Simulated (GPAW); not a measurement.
**Local fields in the dielectric function of MgO (Fm-3m)**

What do local fields and a kernel do to the response of MgO (Fm-3m)?

Main program and level: GPAW 26.7.0; PBE and many-body steps on it, plane waves.

**The experiments to reproduce.**

- ε∞ 2.95 ± 0.1: high-frequency dielectric constant; infrared reflectance, oscillator fit; 295 K; bulk crystal (wedged single crystal slab) (“Infrared Optical Properties of Ferropericlase (Mg1-xFexO): Experiment and Theory”, 2007, arxiv:0704.2267).

## (1) The starting structure

Symmetry: Fm-3m, No. 225, cubic system. Conventional cell: a = 4.194 Å, b = 4.194 Å, c = 4.194 Å, α = 90.00°, β = 90.00°, γ = 90.00°. Nearest to Mg lie 6 O at 2.10 Å. O has 6 Mg at 2.10 Å nearest. Farther neighbours and most contacts between anions are not listed.

As a file:

```
Mg O
1.0
     0.00000    2.09700    2.09700
     2.09700    0.00000    2.09700
     2.09700    2.09700    0.00000
Mg O
1 1
Cartesian
  0.0000 0.0000 0.0000
  2.0970 2.0970 2.0970
```

The cell and positions are those that the Materials Project relaxed with its own functionals (PBE, PBE+U or r2SCAN), kept fixed.

## (2) Empty states on the mesh, 12×12×12 mesh, 26 bands

This step: GPAW 26.7.0; DFT, PBE, plane waves, PAW.

The sums over transitions need many empty states on a uniform mesh; this step solves for them.

Contents of run.py:

```python
import json
import numpy as np
from gpaw.mpi import world
from gpaw import GPAW

calc = GPAW('gs.gpw').fixed_density(kpts={'size': (12, 12, 12), 'gamma': True},
    nbands=32,
    convergence={'bands': 26},
    txt='nscf.txt')
calc.write('full.gpw', mode='all')
res = {}
kpts = calc.get_ibz_k_points()
res['kpts'] = kpts
res['eigenvalues'] = [calc.get_eigenvalues(kpt=k) for k in range(len(kpts))]
res['n_electrons'] = calc.get_number_of_electrons()

if world.rank == 0:
    with open('result.json', 'w') as f:
        json.dump(res, f, default=lambda x: x.tolist())
```

The run is started by

```sh
> mpirun -n 4 gpaw python run.py
```

Numbers of over 12 decimals in the logs are rounded to 6 here.

What it wrote:

```text
Diagonalizing LCAO Hamiltonian
Converting LCAO to pw mode
convergence criteria:
- Maximum integral of absolute [eigenst]ate change: 4e-08 eV^2 / valence electron
maximum number of iterations: 100

SCF iterations
|iter     |     time |      energy | eigst |  dens |
|iter:   1|  |             | +3.31 |       |
|iter:   2|  |             | +1.58 |       |
|iter:   3|  |             | -0.27 |       |
|iter:   4|  |             | -2.21 |       |
|iter:   5|  |             | -3.73 |       |
|iter:   6|  |             | -5.59 |       |
|iter:   7|  |             | -6.93 |       |
|iter:   8|  |             | -7.76c|       |
SCF steps: 8
  __  _  _
 | _ |_)|_||  |
 |__||  | ||/\| - 26.7.0

Input parameters:
  mode=PW(ecut=600.0),
  convergence={'bands': 26},
  gpts=array([18, 18, 18]),
  kpts=MonkhorstPack(size=(12, 12, 12), gamma=True),
  maxiter=100,
  nbands=32,
  occupations=Occupations(name='fermi-dirac', width=0.001, fixmagmom=False),
  parallel={},
  xc=XC(name='PBE')
# Writing to full.gpw (mode='all')
  [... matrices ...]

timing:  # [seconds]
  Total: 0.047  # ━━━━━━━━━━━━━━━━━━━━━━━━━━━━━━━━━━━━━━━━━━━━━━━━━━━━━━━━━━━
```

The job ended after 11 s (4 MPI ranks of Arm Neoverse V1, shared host; peak memory 0.65 GiB; 42 s of CPU time).

This step gave:

```yaml
gap: 4.886 eV
k_of_the_valence_top: 0, 0, 0
k_of_the_conduction_bottom: 0, 0, 0
least_direct_gap: 4.886 eV
k_points_computed: 72
lowest_point_of_the_top_converged_band_above_the_valence_top: 48.18 eV
```

On this mesh the gap is 4.886 eV.

## (3) RPA response

The response function is computed on a frequency grid, with local fields up to the given cutoff.

This step: linear response, RPA, on PBE, plane waves, PAW.

Contents of run.py:

```python
import json
import numpy as np
from gpaw.mpi import world
from gpaw.response.df import DielectricFunction

df = DielectricFunction('full.gpw',
    ecut=50,
    nbands=26,
    eta=0.2,
    frequencies={'type': 'nonlinear', 'domega0': 0.05, 'omega2': 10.0},
    intraband=False,
    txt='df.txt')
res = {'optical': {}, 'eels': []}
for d in 'x':
    y0, y = df.get_dielectric_function(direction=d, xc='RPA', filename=None)
    res['optical'][d] = [y0.real, y0.imag, y.real, y.imag]
res['w'] = df.get_frequencies()
for q_c in [[0.0833333333, 0, 0], [0.25, 0, 0], [0.5, 0, 0], [0.75, 0, 0], [1.25, 0, 0]]:
    res['eels'].append(df.get_eels_spectrum(q_c=q_c, xc='RPA', filename=None))

if world.rank == 0:
    with open('result.json', 'w') as f:
        json.dump(res, f, default=lambda x: x.tolist())
```

The run is started by

```sh
> mpirun -n 4 gpaw python run.py
```

What it wrote:

```text
Using integrator: PointIntegrator
NonLinearFrequencyDescriptor(from 0.000 to 129.556 eV, 408 points)
Nonperiodic BCs:  [False False False]
Using integrator: PointIntegrator
NonLinearFrequencyDescriptor(from 0.000 to 129.556 eV, 408 points)
Nonperiodic BCs:  [False False False]

Calculating chi0 body with:
    Ground state adapter containing:
    Number of spins: 1
    Number of kpoints: 1728
    Number of irreducible kpoints: 72
    Number of completely occupied states: 8
    Number of partially occupied states: 8
    Occupied states memory: 0.7119140625 M / cpu

    Linear response parametrization:
    q_c: [0.0, 0.0, 0.0]
    Number of frequency points: 408
    Planewave cutoff: 50.0
    Number of bands: 26
    Number of planewaves: 15
    Broadening (eta): 0.2
    comm.size: 4
    kncomm.size: 4
    blockcomm.size: 1

    Memory estimate of potentially large arrays:
        chi0_wGG: 1.400757 M / cpu
Integrating chi0 body.

Symmetries of q_c:
    Direct symmetries (Uq -> q): 48
    Indirect symmetries (TUq -> q): 0
In total 48 allowed symmetries.

  [... matrices ...]
72 groups of equivalent kpoints. 95.833333% reduction.

Integral kind: spectral function

Calculating chi0 optical extensions with:
    Ground state adapter containing:
    Number of spins: 1
    Number of kpoints: 1728
    Number of irreducible kpoints: 72
    Number of completely occupied states: 8
    Number of partially occupied states: 8
    Occupied states memory: 0.7119140625 M / cpu

    Linear response parametrization:
    Number of frequency points: 408
    Planewave cutoff: 50.0
    Number of bands: 26
    Number of planewaves: 15
    Broadening (eta): 0.2
Integrating chi0 head and wings.

Symmetries of q_c:
    Direct symmetries (Uq -> q): 48
    Indirect symmetries (TUq -> q): 0
In total 48 allowed symmetries.

  [... matrices ...]
72 groups of equivalent kpoints. 95.833333% reduction.

Integral kind: spectral function wings

Calculating chi0 body with:
    Ground state adapter containing:
    Number of spins: 1
    Number of kpoints: 1728
    Number of irreducible kpoints: 72
    Number of completely occupied states: 8
    Number of partially occupied states: 8
    Occupied states memory: 0.7119140625 M / cpu

    Linear response parametrization:
    q_c: [0.0833333333, 0.0, 0.0]
    Number of frequency points: 408
    Planewave cutoff: 50.0
    Number of bands: 26
    Number of planewaves: 15
    Broadening (eta): 0.2
    comm.size: 4
    kncomm.size: 4
    blockcomm.size: 1

    Memory estimate of potentially large arrays:
        chi0_wGG: 1.400757 M / cpu
Integrating chi0 body.

Symmetries of q_c:
    Direct symmetries (Uq -> q): 6
    Indirect symmetries (TUq -> q): 0
In total 6 allowed symmetries.

  [... matrices ...]
364 groups of equivalent kpoints. 78.935185% reduction.

Integral kind: spectral function

[... 4 further calls ...]
```

Elapsed: 15 s, on 4 MPI ranks; peak memory 0.86 GiB.

This step gave:

| Property | Result |
| --- | --- |
| ε at zero frequency | 3.021 |
| the same without local fields | 3.166 |

The static value is 3.02.

The ε₂ has structure finer than the step of the table below, so its rows give means over 1 eV, whole bins alone (the curve runs from 0 to 39.8 eV). Peaks (eV: height): xx, no local fields 9.2: 3.42, 11.4: 4.74, 15.6: 3.42; xx, local fields 9.2: 3.38, 11.4: 3.93, 15.6: 2.56.

RPA, broadening 0.2 eV. ε₂ against photon energy; means over each step:

```
photon energy (eV)  xx, no local fields  xx, local fields
                 1              0.00821           0.00791
                 2               0.0181            0.0176
                 3               0.0333            0.0325
                 4               0.0706            0.0705
                 5                0.361             0.373
                 6                0.875             0.914
                 7                 1.18              1.23
                 8                 1.81              1.86
                 9                 2.99              2.97
                10                 2.95              2.78
                11                 4.32              3.63
                12                 3.53              2.94
                13                 2.73              2.21
                14                 2.25              1.73
                15                 2.88              2.13
                16                 2.94              2.36
                17                 2.46              2.21
                18                 2.18              2.16
                19                 1.28              1.63
                20                0.765             0.899
                21                0.778             0.872
                22                0.593             0.760
                23                0.448             0.547
                24                0.344             0.414
                25                0.287             0.334
                26                0.250             0.280
                27                0.206             0.224
                28                0.222             0.228
                29                0.230             0.211
                30                0.317             0.228
                31                0.392             0.326
                32                0.302             0.343
                33                0.246             0.266
                34                0.262             0.255
                35                0.253             0.220
                36                0.263             0.216
                37                0.283             0.237
                38                0.244             0.282
                39                0.192             0.272
```

The loss function, xx has structure finer than the step of the table below, so its rows give means over 1 eV, whole bins alone (the curve runs from 0 to 39.8 eV). Peaks (eV: height): 20.4: 1.28, 24.0: 1.89, 32.0: 0.591.

Optical limit, local fields. Loss function, xx against energy loss; means over each step:

```
energy loss (eV)  loss function, xx
               1             8.5e-4
               2            0.00182
               3            0.00311
               4            0.00579
               5             0.0239
               6             0.0559
               7             0.0704
               8             0.0901
               9              0.145
              10              0.177
              11              0.195
              12              0.328
              13              0.399
              14              0.401
              15              0.334
              16              0.374
              17              0.436
              18              0.454
              19              0.581
              20               1.07
              21               1.12
              22               1.34
              23               1.73
              24               1.84
              25               1.48
              26               1.08
              27              0.697
              28              0.518
              29              0.450
              30              0.347
              31              0.448
              32              0.559
              33              0.469
              34              0.422
              35              0.357
              36              0.325
              37              0.310
              38              0.376
              39              0.398
```

The -Im 1/eps(q) has structure finer than the step of the table below, so its rows give means over 2 eV, whole bins alone (the curve runs from 0 to 39.8 eV). Peaks (eV: height): q = 0.216 1/A 23.8: 1.88, 32.2: 0.570; q = 0.649 1/A 23.2: 1.49; q = 1.297 1/A 15.8: 0.437, 24.4: 0.947, 37.6: 0.664; q = 1.946 1/A 26.2: 0.508, 35.8: 0.515; q = 3.244 1/A 34.0: 0.269.

RPA, local fields; q along the first reciprocal vector. Table of -Im 1/eps(q) by energy loss; means over each step:

```
energy loss (eV)  q = 0.216 1/A  q = 0.649 1/A  q = 1.297 1/A  q = 1.946 1/A  q = 3.244 1/A
               2        0.00175        0.00130         7.2e-4         4.5e-4         1.9e-4
               4        0.00562        0.00318        0.00159        0.00104         4.4e-4
               6         0.0486         0.0147        0.00313        0.00345        0.00126
               8         0.0901         0.0680        0.00830         0.0129        0.00665
              10          0.171          0.142         0.0490         0.0266         0.0211
              12          0.295          0.218          0.128         0.0534         0.0542
              14          0.388          0.356          0.191          0.136         0.0529
              16          0.383          0.437          0.381          0.196         0.0483
              18          0.451          0.395          0.300          0.187         0.0424
              20          0.958          0.743          0.462          0.206         0.0575
              22           1.30           1.11          0.599          0.297         0.0648
              24           1.72           1.42          0.855          0.374         0.0831
              26           1.08          0.986          0.696          0.466          0.112
              28          0.556          0.605          0.492          0.329          0.121
              30          0.387          0.418          0.412          0.298          0.108
              32          0.525          0.493          0.559          0.428          0.139
              34          0.440          0.513          0.579          0.458          0.248
              36          0.344          0.451          0.617          0.482          0.198
              38          0.383          0.466          0.625          0.515          0.184
```

## (4) ALDA response

This step: linear response, ALDA, on PBE, plane waves, PAW.

Changes to run.py since step 3:

```diff
@@ -14,7 +14,7 @@
 for d in 'x':
-    y0, y = df.get_dielectric_function(direction=d, xc='RPA', filename=None)
+    y0, y = df.get_dielectric_function(direction=d, xc='ALDA', filename=None)
     res['optical'][d] = [y0.real, y0.imag, y.real, y.imag]
 res['w'] = df.get_frequencies()
-for q_c in [[0.0833333333, 0, 0], [0.25, 0, 0], [0.5, 0, 0], [0.75, 0, 0], [1.25, 0, 0]]:
-    res['eels'].append(df.get_eels_spectrum(q_c=q_c, xc='RPA', filename=None))
+for q_c in [[0.5, 0, 0]]:
+    res['eels'].append(df.get_eels_spectrum(q_c=q_c, xc='ALDA', filename=None))
```

The run is started by

```sh
> mpirun -n 4 gpaw python run.py
```

What it wrote:

```text
Using integrator: PointIntegrator
NonLinearFrequencyDescriptor(from 0.000 to 129.556 eV, 408 points)
Nonperiodic BCs:  [False False False]
Using integrator: PointIntegrator
NonLinearFrequencyDescriptor(from 0.000 to 129.556 eV, 408 points)
Nonperiodic BCs:  [False False False]

Calculating chi0 body with:
    Ground state adapter containing:
    Number of spins: 1
    Number of kpoints: 1728
    Number of irreducible kpoints: 72
    Number of completely occupied states: 8
    Number of partially occupied states: 8
    Occupied states memory: 0.7119140625 M / cpu

    Linear response parametrization:
    q_c: [0.0, 0.0, 0.0]
    Number of frequency points: 408
    Planewave cutoff: 50.0
    Number of bands: 26
    Number of planewaves: 15
    Broadening (eta): 0.2
    comm.size: 4
    kncomm.size: 4
    blockcomm.size: 1

    Memory estimate of potentially large arrays:
        chi0_wGG: 1.400757 M / cpu
Integrating chi0 body.

Symmetries of q_c:
    Direct symmetries (Uq -> q): 48
    Indirect symmetries (TUq -> q): 0
In total 48 allowed symmetries.

  [... matrices ...]
72 groups of equivalent kpoints. 95.833333% reduction.

Integral kind: spectral function

Calculating chi0 optical extensions with:
    Ground state adapter containing:
    Number of spins: 1
    Number of kpoints: 1728
    Number of irreducible kpoints: 72
    Number of completely occupied states: 8
    Number of partially occupied states: 8
    Occupied states memory: 0.7119140625 M / cpu

    Linear response parametrization:
    Number of frequency points: 408
    Planewave cutoff: 50.0
    Number of bands: 26
    Number of planewaves: 15
    Broadening (eta): 0.2
Integrating chi0 head and wings.

Symmetries of q_c:
    Direct symmetries (Uq -> q): 48
    Indirect symmetries (TUq -> q): 0
[...]
(0,0)   1.00000000  0.99966576  yes
      (1,-1)  0.00000000  0.00000000  yes
      (1,0)   0.00000000  0.00000000  yes
[...]
In total: 0.999997 of the surface norm square is covered on average
      In total: 0.999997 of the surface norm square could be covered on average

    RSHE of atom 1
      (l,m)   max weight  avg weight  included
[...]
In total: 1.000000 of the surface norm square is covered on average
      In total: 1.000000 of the surface norm square could be covered on average

  [... matrices ...]

Calculating chi0 body with:
    Ground state adapter containing:
    Number of spins: 1
    Number of kpoints: 1728
    Number of irreducible kpoints: 72
    Number of completely occupied states: 8
    Number of partially occupied states: 8
    Occupied states memory: 0.7119140625 M / cpu

    Linear response parametrization:
    q_c: [0.5, 0.0, 0.0]
    Number of frequency points: 408
    Planewave cutoff: 50.0
    Number of bands: 26
    Number of planewaves: 14
    Broadening (eta): 0.2
    comm.size: 4
    kncomm.size: 4
    blockcomm.size: 1

    Memory estimate of potentially large arrays:
        chi0_wGG: 1.22021484375 M / cpu
Integrating chi0 body.

Symmetries of q_c:
    Direct symmetries (Uq -> q): 12
    Indirect symmetries (TUq -> q): 0
In total 12 allowed symmetries.

  [... matrices ...]
189 groups of equivalent kpoints. 89.0625% reduction.

Integral kind: spectral function

Calculating ALDA kernel
Calculating f(G)
    Calculating PAW corrections

    RSHE of atom 0
      (l,m)   max weight  avg weight  included
[...]
[... further lines of this kind ...]
      In total: 0.999997 of the surface norm square is covered on average
      In total: 0.999997 of the surface norm square could be covered on average

    RSHE of atom 1
      (l,m)   max weight  avg weight  included
[...]
(4,-2)  0.00000000  0.00000000  yes
      (4,-1)  0.00000000  0.00000000  yes
      In total: 1.000000 of the surface norm square is covered on average
      In total: 1.000000 of the surface norm square could be covered on average
```

Wall time 6 s (4 MPI ranks); peak memory 0.86 GiB; 24 s of CPU time.

Numbers from this step:

```yaml
eps_at_zero_frequency: 3.069
the_same_without_local_fields: 3.166
```

The static value is 3.07.

The ε₂ has structure finer than the step of the table below, so its rows give means over 1 eV, whole bins alone (the curve runs from 0 to 39.8 eV). Peaks (eV: height): xx, no local fields 9.2: 3.42, 11.4: 4.74, 15.6: 3.42; xx, local fields 9.2: 3.39, 11.4: 4.20, 15.6: 2.84.

ALDA, broadening 0.2 eV. Table of ε₂ by photon energy; means over each step:

```
photon energy (eV)  xx, no local fields  xx, local fields
                 1              0.00821           0.00800
                 2               0.0181            0.0177
                 3               0.0333            0.0327
                 4               0.0706            0.0704
                 5                0.361             0.368
                 6                0.875             0.899
                 7                 1.18              1.21
                 8                 1.81              1.84
                 9                 2.99              2.97
                10                 2.95              2.83
                11                 4.32              3.86
                12                 3.53              3.14
                13                 2.73              2.37
                14                 2.25              1.85
                15                 2.88              2.33
                16                 2.94              2.56
                17                 2.46              2.32
                18                 2.18              2.22
                19                 1.28              1.53
                20                0.765             0.860
                21                0.778             0.854
                22                0.593             0.699
                23                0.448             0.515
                24                0.344             0.392
                25                0.287             0.319
                26                0.250             0.270
                27                0.206             0.217
                28                0.222             0.223
                29                0.230             0.212
                30                0.317             0.253
                31                0.392             0.355
                32                0.302             0.334
                33                0.246             0.259
                34                0.262             0.265
                35                0.253             0.241
                36                0.263             0.252
                37                0.283             0.288
                38                0.244             0.303
                39                0.192             0.261
```

(Continued in part 2 of 2.)

[Paths, hosts, dates, memory and timing lines, banners, echoed tables and standing remarks are left out of the program output.]

[Logs are printed without paths, hosts, clocks, repeated set-up lines and the standing remarks that a program may print on its own settings, such as how far it seeks lower states.]

[Runs of the session that timed out or met a known fault of the program may be left out.]

[Hosts, paths, dates, database ids (printed as entryN), source tags and the programs' standing remarks are cut or masked in the printed files.]
